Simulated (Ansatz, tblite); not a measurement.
# NaCl with GFN1-xTB from a Python script

These are simulated results from tblite 0.8.0, not measurements. The cell was built from a prototype and was relaxed with r2SCAN in plane waves (Ansatz 0.2.0). Not every such cell is a known phase. All runs are without spin polarisation.

Space group F-43m (No. 216), cubic; a = 6.175 Å in the conventional setting, 29.43 Å³ an atom. Na has 4 Cl at 2.67 Å; Cl has 4 Na at 2.67 Å.

tblite solves periodic systems at the zone centre alone, so the script builds a cluster of 2×2×2 conventional cells (64 atoms), which folds in a coarse mesh of k points.

The script, run.py:

```python
import json
from ase import Atoms
from ase.build import make_supercell
from ase.units import Bohr, GPa, Hartree
from tblite.interface import Calculator

atoms = Atoms(['Na', 'Cl'],
              cell=[[0.0, 3.08727279, 3.08727279], [3.08727279, 0.0, 3.08727279], [3.08727279, 3.08727279, 0.0]],
              scaled_positions=[[0.0, 0.0, 0.0], [0.25, 0.25, 0.25]],
              pbc=True)
cluster = make_supercell(atoms, [[-2, 2, 2], [-2, -2, 2], [2, -2, 2]])
calc = Calculator('GFN1-xTB', cluster.numbers, cluster.positions / Bohr, lattice=cluster.cell[:] / Bohr, periodic=cluster.pbc)
calc.set('temperature', 0.02 / Hartree)
calc.set('max-iter', 150)
res = calc.singlepoint()
levels = res.get('orbital-energies') * Hartree
nv = round(res.get('orbital-occupations').sum() / 2)
cells = len(cluster) // len(atoms)
out = {'energy_per_cell': res.get('energy') * Hartree / cells, 'homo': levels[nv - 1], 'lumo': levels[nv],
       'stress': (-res.get('virial') * Hartree / cluster.get_volume() / GPa).tolist(), 'charges': res.get('charges')[:len(atoms)].tolist(), 'electrons': 2 * nv / cells}
json.dump(out, open('results.json', 'w'))
for key, value in out.items():
    print(key, value)
```

Command: `python run.py`. It took 2.6 s on 1 thread of Arm Neoverse V2, on a shared host, peak memory 0.12 GiB.

The log:

```
------------------------------------------------------------
  cycle        total energy    energy error   density error
------------------------------------------------------------
      1     -148.9903974036  -1.4879355E+02   5.4602981E-01
      2     -149.4617900458  -4.7139264E-01   3.1309128E-01
      3     -149.4606023348   1.1877110E-03   4.4698174E-02
      4     -149.4744824606  -1.3880126E-02   6.7661312E-03
      5     -149.4754475856  -9.6512501E-04   1.0635391E-03
      6     -149.4754791478  -3.1562120E-05   4.5561770E-04
      7     -149.4754843140  -5.1661974E-06   1.0961790E-05
      8     -149.4754843171  -3.1191121E-09   2.0973181E-07
------------------------------------------------------------

 total:                                   2.142 sec
energy_per_cell -127.10734702910831
homo -13.531942694582538
lumo -9.797368576566049
stress [[-1.0720272158716928, -4.154409655525221e-06, 4.154409664348789e-06], [-4.15440965549143e-06, -1.072027215871693, 4.154409641958518e-06], [4.154409664291825e-06, 4.154409641992015e-06, -1.0720272158716777]]
charges [0.5805493958028629, -0.5805049614350261]
electrons 8.0
```

The cycle table is in hartree for the whole cluster, and the lines after it are in eV (the energy for one cell). The printed stress is in GPa and positive in compression, and the pressure is its mean diagonal.

GFN1-xTB gives a gap of 3.73 eV. On the same cell, plane-wave PBE (Ansatz, 8×8×8 k points and the special points) gives a gap of 4.94 eV and r2SCAN a gap of 5.55 eV; on shared hosts these took about 1.9 and 5.8 core-seconds on the 2-atom cell, against 2.6 for the script. Semilocal gaps usually lie below measured ones. xTB was fitted to molecules, so gaps, charges and pressures of solids can be far off, and the gap also depends on the size of the cluster.

The same script was run on cells scaled at fixed shape and fractional coordinates:

| volume (Å³/atom) | energy (meV/atom) | pressure (GPa, positive in compression) | gap (eV) |
| --- | --- | --- | --- |
| 25.89 | -9.5 | 0.38 | 4.13 |
| 27.66 | -8.7 | -0.47 | 3.92 |
| 29.43 | 0.0 | -1.07 | 3.73 |
| 31.19 | 14.3 | -1.51 | 3.57 |
| 32.96 | 32.8 | -1.84 | 3.43 |

A Birch-Murnaghan fit puts the minimum at 26.60 Å³/atom, 9.6 % below the given cell, with a bulk modulus of 13 GPa at fixed shape.

xTB was fitted mostly to molecules, and a small cluster samples few k points, so gaps, pressures and kinks along a curve can be far from a solid's.
